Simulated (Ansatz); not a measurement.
# SiSe2: the cost of one run

Method: DFT r²SCAN, scalar-relativistic, plane waves, PAW (the target; the first runs use scalar-relativistic PBE), in Ansatz 0.2.0.

2 further runs of the same task are left out: 2 that didn't finish. Runs told in other sessions of the task aren't counted.

## Step 1: Starting point

It takes space group Ibam (No. 72, orthorhombic). The conventional cell has a = 5.779 Å, b = 6.050 Å, c = 9.792 Å, α = 90.00°, β = 90.00°, γ = 90.00°. Si (site symmetry 222) is surrounded by 4 Se at 2.81 Å. Around Se (site symmetry m) lie 3 Se at 2.76 to 3.08 Å and 2 Si at 2.81 Å.

Structure file:

```xyz
6
Lattice="-2.8896 3.0250 4.8962 2.8896 -3.0250 4.8962 2.8896 3.0250 -4.8962" Properties=species:S:1:pos:R:3 pbc="T T T"
Si    0.0000    0.0000    2.4481
Si    0.0000    0.0000    7.3443
Se    4.6118    0.7321    0.0000
Se   -1.7222    2.2930    4.8962
Se    1.1674    0.7321    4.8962
Se    1.7222    2.2930    0.0000
```

## Step 2: Full relaxation (PBE, 6×6×6 mesh)

input.yaml reads:

```yaml
crystal:
  lattice:
    - [-2.8895681766, 3.0250166849, 4.8962127437]
    - [2.8895681766, -3.0250166849, 4.8962127437]
    - [2.8895681766, 3.0250166849, -4.8962127437]
  atoms:
    - { symbol: Si, position: [0.25, 0.25, 0.0] }
    - { symbol: Si, position: [0.75, 0.75, 0.0] }
    - { symbol: Se, position: [0.121, 0.798, 0.919] }
    - { symbol: Se, position: [0.879, 0.202, 0.081] }
    - { symbol: Se, position: [0.621, 0.702, 0.323] }
    - { symbol: Se, position: [0.379, 0.298, 0.677] }
basis:
  ecutwfc: 420
  ecutrho_ratio: 4
kpoints:
  mp_grid: { grid: [6, 6, 6] }
hamiltonian:
  xc: pbe
scf:
  occupations: { method: gaussian, width: 0.05 }
output:
  forces: true
  stress: true
  eigenvalues: true
relax:
  f_tol: 0.03
  max_steps: 60
  cell: { stress_tol: 0.3 }
```

On the command line:

```
> ansatz run input.yaml --threads 4 --pin off --max-ram 7168MiB --backend cpu --events-out ev --progress --plain --runs-dir out
```

What time and memory should one allow on 4 threads of Intel Xeon Platinum 8259CL at 2.50GHz (Skylake/Cascade Lake), shared host?

About 5.9 min, with a peak of 0.87 GiB.
